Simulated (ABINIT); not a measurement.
Crystal: CsSnBr3.

```
CELL_PARAMETERS angstrom
5.83901 0.00000 0.00000
0.00000 5.83901 0.00000
0.00000 0.00000 5.83901
ATOMIC_POSITIONS crystal
Cs 0.00000 0.00000 0.00000
Sn 0.50000 0.50000 0.50000
Br 0.00000 0.50000 0.50000
Br 0.50000 0.50000 0.00000
Br 0.50000 0.00000 0.50000
```

The cell is a database's computed one.

Base run:

| Property | Result |
| --- | --- |
| Program | ABINIT 10.8.3 (patched build) |
| Functional | PBE |
| Potentials or basis | JTH PAW PBE v2.0 |
| Cutoff | 544 eV |
| k mesh | 5 × 5 × 5 |
| Occupations | fermi-dirac, width 0.05 eV |
| Spin | no spin polarisation |

Its results: band gap on the k mesh 1.88 eV, direct.

**Question.** The run is repeated on the same cell with these changes: functional from PBE to PBEsol; k mesh from 5 × 5 × 5 to 2 × 2 × 2. What comes out?

**Answer.** Band gap on the k mesh 0.35 eV, direct.

Several settings changed at once, so the effect can't be laid on one alone.

Caveats: some runs use coarse meshes; spin-orbit coupling is left out, which moves the levels of the heavy elements; an odd mesh through Γ misses points on the zone boundary, where band edges often lie (some runs).
